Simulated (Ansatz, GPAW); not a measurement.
This is a calculation of Ag for GPAW 26.7.0 (ASE script). Atoms were shifted at random by some hundredths of an Å from the given cell, which wasn't relaxed again for these runs. This isn't the form of Ag at room conditions, which is fcc.

Contents of run.py:

```python
from ase import Atoms
from ase.dft.bandgap import bandgap
from ase.io import write
from ase.units import GPa
from gpaw import GPAW, PW, setup_paths

setup_paths.insert(0, '.')

atoms = Atoms(['Ag', 'Ag'],
              cell=[[2.93, 0.0, 0.0],
                    [-1.465, 2.5374544331, 0.0],
                    [0.0, 0.0, 4.79]],
              scaled_positions=[[0.684827, 0.350078, 0.746889],
                                [0.337913, 0.672665, 0.250568]],
              pbc=True)

calc = GPAW(mode=PW(600),
            xc='PBEsol',
            kpts={'size': (10, 10, 6), 'gamma': True},
            occupations={'name': 'fermi-dirac', 'width': 0.05},
            nbands=31,
            convergence={'density': 1e-05, 'energy': 1e-05},
            maxiter=150,
            txt='gpaw.txt')
atoms.calc = calc
energy = atoms.get_potential_energy()
forces = atoms.get_forces()
stress = atoms.get_stress()
calc.write('gs.gpw')
write('result.traj', atoms)
print(f'Energy: {energy:.6f} eV')
print('Forces (eV/A):')
print(forces.round(4))
print('Stress (GPa):', (stress / GPa).round(3))
print('Fermi level:', round(calc.get_fermi_level(), 4), 'eV')
print(f'Gap: {bandgap(calc)[0]:.4f} eV, direct: {bandgap(calc, direct=True)[0]:.4f} eV')
```

Potentials or basis: PAW data sets generated in the run's folder for this functional, pw.

Run with:

```bash
$ gpaw-setup -f PBEsol Ag
$ OMP_NUM_THREADS=1 python run.py
```

Problem. Translate it to Ansatz 0.2.0. Potentials or basis there: Ansatz PAW, cutoff 420 eV.

Solution. As run (cutoffs and basis follow the program's own potentials, and thresholds, step limits or extra output files can differ):

Contents of input.yaml:

```yaml
crystal:
  lattice:
    - [2.93, 0.0, 0.0]
    - [-1.465, 2.5374544331, 0.0]
    - [0.0, 0.0, 4.79]
  atoms:
    - { symbol: Ag, position: [0.684827, 0.350078, 0.746889] }
    - { symbol: Ag, position: [0.337913, 0.672665, 0.250568] }
hamiltonian:
  xc: pbesol
  pseudopotentials: { kind: paw }
kpoints:
  mp_grid: { grid: [10, 10, 6] }
scf:
  occupations: { method: fermi_dirac, width: 0.05 }
output:
  forces: true
  stress: true
  eigenvalues: true
```

Potentials or basis: Ansatz PAW.

The run is started by

```sh
$ ansatz run input.yaml --threads 1 --pin off --max-ram 3584MiB --backend cpu --events-out ev --progress --plain --runs-dir out
```

Both were run:

|  | GPAW | Ansatz |
| --- | --- | --- |
| Pressure | -6.0 GPa | -6.1 GPa |
| Largest force | 0.083 eV/Å | 0.083 eV/Å |
| Energy over the undisturbed cell | 0.6 meV/atom | 0.6 meV/atom |

Ansatz's pressure holds a Pulay term of +0.04 GPa for its cutoff of 420 eV, which the other run lacks.

The potentials hold 34 and 38 valence electrons a cell.

Ansatz's potentials were made for PBE.

Where Ansatz's input types no cutoff or centring, it takes its own default and a Γ-centred mesh.

Pressure is positive in compression.
